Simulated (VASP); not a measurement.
**SiC: relaxation of cell and atoms with PBE**

Crystal: SiC.

```
Si C
1.0
     3.10184    0.00000    0.00000
    -1.55092    2.68627    0.00000
     0.00000    0.00000    5.05133
Si C
2 2
Direct
  0.33333 0.66667 0.00370
  0.66667 0.33333 0.50370
  0.33333 0.66667 0.38130
  0.66667 0.33333 0.88130
```

```
Program                : VASP 6.6.1
Task                   : relaxation of cell and atoms
Functional             : PBE
Potentials or basis    : VASP PAW PBE potentials, release 64 (Si, C)
Cutoff                 : 520 eV
k mesh                 : 12 × 12 × 6
Occupations            : gaussian, width 0.02 eV
Spin                   : no spin polarisation
Further INCAR settings : ALGO = Normal; EDIFF = 1e-07; IBRION = 2; EDIFFG = -0.15; NSW = 80; ISIF = 3
```

The pressure after relaxing is -0.5 GPa, the largest force after relaxing is 0.085 eV/Å and the band gap on the k mesh is 2.40 eV, indirect (least direct gap 3.89 eV).

Forces in eV/Å, atoms in the order of the input:
```
Si   0.000  0.000  0.085
Si   0.000  0.000  0.085
C    0.000  0.000 -0.085
C    0.000  0.000 -0.085
```

Stress tensor (GPa, compression positive):
```
-1.55  0.00  0.00
 0.00 -1.55  0.00
 0.00  0.00  1.71
```

Final structure:
```
Si C
1.0
     3.10184    0.00000    0.00000
    -1.55092    2.68627    0.00000
     0.00000    0.00000    5.05133
Si C
2 2
Direct
  0.33333 0.66667 0.00370
  0.66667 0.33333 0.50370
  0.33333 0.66667 0.38130
  0.66667 0.33333 0.88130
```

Levels at points of the mesh, in eV from the valence-band top:
| k point | band 4 | band 5 | band 6 | band 7 | band 8 | band 9 | band 10 | band 11 | band 12 |
| --- | --- | --- | --- | --- | --- | --- | --- | --- | --- |
| (0.00, 0.00, 0.00) | -1.34 | -1.34 | 0.00 | 0.00 | 0.00 | 4.56 | 6.15 | 6.53 | 6.53 |
| (0.50, 0.00, 0.00) | -6.19 | -5.32 | -3.31 | -3.18 | -1.17 | 2.71 | 4.31 | 6.77 | 7.10 |
| (0.00, 0.00, 0.50) | -4.29 | -0.73 | -0.73 | -0.73 | -0.73 | 5.68 | 5.68 | 7.23 | 7.23 |
| (0.50, 0.00, 0.50) | -8.16 | -2.43 | -2.43 | -2.22 | -2.22 | 3.30 | 3.30 | 5.23 | 5.23 |

It took 8.4 s on 4 MPI ranks on Intel(R) Xeon(R) 6975P-C (Granite Rapids), on a shared host, peak memory 0.16 GiB a rank.

Caveat: the relaxation stopped at its first step, so nothing moved; the relaxation stopped at a loose force limit of 0.15 eV/Å, so its end isn't a converged minimum. A k mesh can miss the band edges.
